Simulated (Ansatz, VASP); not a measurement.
## One calculation of Sb, two programs

File INCAR:

```
SYSTEM = Sb
PREC = Accurate
ENCUT = 520
EDIFF = 1E-6
ISMEAR = -1
SIGMA = 0.05
LREAL = .False.
LASPH = .True.
NELM = 60
ALGO = Normal
ISIF = 2
LWAVE = .False.
LCHARG = .False.
GGA = PE
NBANDS = 8
```

The input KPOINTS:

```
Automatic mesh
0
Gamma
  12 12 12
  0 0 0
```

POSCAR

```
Sb
1.0
   -0.0230500000      2.3050000000      2.3050000000
    2.3050000000     -0.0230500000      2.3050000000
    2.2819500000      2.2819500000      0.0000000000
Sb
1
Direct
    0.0000000000      0.0000000000      0.0000000000
```

Input for Ansatz:

```yaml
crystal:
  lattice:
    - [-0.02305, 2.305, 2.305]
    - [2.305, -0.02305, 2.305]
    - [2.28195, 2.28195, 0.0]
  atoms:
    - { symbol: Sb, position: [0.0, 0.0, 0.0] }
kpoints:
  mp_grid: { grid: [12, 12, 12] }
scf:
  occupations: { method: fermi_dirac, width: 0.05 }
hamiltonian:
  xc: pbe
  pseudopotentials: { kind: all_electron, lapw: { basis_error: 0.001 } }
output:
  forces: true
  stress: true
  eigenvalues: true
```

Change from the starting cell: xy shear strain of -2 %.

Alike in both runs: task single point; functional PBE; k mesh 12 × 12 × 12; occupations fermi-dirac, width 0.05 eV; no spin polarisation.

```csv
,VASP,Ansatz
version,VASP 6.6.1,Ansatz 0.2.0
potentials or method,"VASP PAW PBE potentials, release 64 (Sb)","all-electron LAPW, scalar-relativistic"
plane-wave cutoff (eV),520,see its input
```

Ansatz gave:

- pressure (GPa): 8.8
- largest component of the traceless stress (GPa): 0.26

**Question.** Estimate VASP's values.

**Answer.** Pressure (GPa): 8.7; largest component of the traceless stress (GPa): 0.26.

Ansatz ran all-electron here, so the differences hold the error of VASP's frozen core and of both bases.

The runs have no spin-orbit coupling, so splittings on Sb are missing.
